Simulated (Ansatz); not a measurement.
Input of an Ansatz 0.2.0 run:

input.yaml

```yaml
crystal:
  lattice:
    - [1.825, -5.5, 0.0]
    - [1.825, 5.5, 0.0]
    - [0.0, 0.0, 4.47]
  atoms:
    - { symbol: As, position: [0.39, 0.61, 0.56] }
    - { symbol: As, position: [0.89, 0.11, 0.94] }
    - { symbol: As, position: [0.61, 0.39, 0.44] }
    - { symbol: As, position: [0.11, 0.89, 0.06] }
kpoints:
  mp_grid: { grid: [8, 8, 6] }
  band_path:
    path:
      - [0.0, 0.0, 0.0]
      - [0.2775258264, 0.2775258264, 0.0]
      - [0.0, 0.5, 0.0]
      - [0.0, 0.5, 0.5]
      - [0.2775258264, 0.2775258264, 0.5]
      - [0.0, 0.0, 0.5]
      - [0.0, 0.0, 0.0]
      - [-0.5, 0.5, 0.0]
    npoints: 10
scf:
  occupations: { method: fermi_dirac, width: 0.05 }
hamiltonian:
  xc: pbesol
  pseudopotentials: { kind: all_electron, lapw: { basis_error: 0.002 } }
output:
  forces: true
  stress: true
  eigenvalues: true
```

Potentials or basis: all-electron LAPW, scalar-relativistic.

Command:

```sh
$ ansatz run input.yaml --threads 2 --pin off --max-ram 8192MiB --backend cpu --events-out ev --progress --plain --runs-dir out
```

Q: Estimate the band gap along the path.

A: 0.02 eV, indirect (least direct gap 0.16 eV).

Q: Predict the largest force.

A: 0.113 eV/Å.

Stress tensor (GPa, compression positive):
```
 0.58  0.00  0.00
 0.00 -0.26  0.00
 0.00  0.00 -1.15
```

Expect the measured gap to be larger: semilocal functionals such as PBEsol lack the derivative discontinuity.
